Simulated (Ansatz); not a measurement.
**Cubic perovskite LaAlO₃ (cubic high-temperature phase)**

Computed with PBE0 (Ansatz, a quantum-chemistry and plane-wave program, PAW).

Run with plane-wave cutoff 500 eV, 6×6×6 k mesh, gaussian smearing 0.02 eV, scalar-relativistic PAW data made under PBE.

Cell (relaxed with r²SCAN):

Space group Pm-3m (No. 221); a = b = c = 3.787 Å, α = β = γ = 90.00°

```json
[
 {"atom": "La", "site": "1a", "symmetry": "m-3m", "x": "0.0000", "y": "0.0000", "z": "0.0000"},
 {"atom": "Al", "site": "1b", "symmetry": "m-3m", "x": "0.5000", "y": "0.5000", "z": "0.5000"},
 {"atom": "O", "site": "3c", "symmetry": "4/mm.m", "x": "0.0000", "y": "0.5000", "z": "0.5000"}
]
```

For cubic perovskite LaAlO₃ (cubic high-temperature phase), the band gap is 5.60 eV (on the SCF k mesh).

Note: held by symmetry at 0 K, a high-temperature phase can be a saddle point; cell and atoms aren't relaxed at this level (pressure -1.6 GPa).

Spin–orbit coupling is not included.

Computed values are for the static lattice.

Computing time: about 2.2 core-minutes (a rough figure).
